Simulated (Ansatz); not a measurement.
**A crystal of composition H2 at more than one level of theory**

Plane-wave PAW calculations in Ansatz, scalar-relativistic unless spin-orbit coupling is named; Γ-centred meshes, relaxations with the symmetry kept. Pressure is positive in compression. No spin polarisation at the first level.

Settings: cutoff 420 eV, Γ-centred mesh 6×6×4 on the computed 4-atom cell, Gaussian smearing of 0.02 eV; no spin polarisation.

Structure relaxed with PBE+D3(BJ):

```cif
data_structure
_symmetry_space_group_name_H-M 'P 1'
_symmetry_Int_Tables_number 1
_cell_length_a 3.2769
_cell_length_b 3.2769
_cell_length_c 4.5124
_cell_angle_alpha 90.000
_cell_angle_beta 90.000
_cell_angle_gamma 86.925
_cell_volume 48.38
loop_
_atom_site_label
_atom_site_type_symbol
_atom_site_fract_x
_atom_site_fract_y
_atom_site_fract_z
_atom_site_occupancy
H1 H 0.94000 0.06000 0.05771 1
H2 H 0.44000 0.56000 0.44229 1
H3 H 0.56000 0.44000 0.55771 1
H4 H 0.06000 0.94000 0.94229 1
```

| level | cell | cutoff (eV) | k mesh | primitive cell | V (Å³/atom) | P (GPa; residual where relaxed) | gap on mesh (eV) |
| --- | --- | --- | --- | --- | --- | --- | --- |
| PBE+D3(BJ) | relaxed | 420 | 6×6×4 | a = 3.28 Å, b = 3.28 Å, c = 4.51 Å, α = 90.00°, β = 90.00°, γ = 86.93° | 12.1 | 0.01 | 9.24 |
| PBE | relaxed | 420 | 6×6×4 | a = 3.56 Å, b = 3.56 Å, c = 4.92 Å, α = 90.00°, β = 90.00°, γ = 85.21° | 15.5 | 0.01 | 9.46 |

The volumes differ by 28 %: in a crystal of weakly bound units the cell follows the treatment of dispersion, and a level without it swells.

Cost: 2 runs of about 0.27 core-minutes in all, on Arm Neoverse V1 (shared hosts).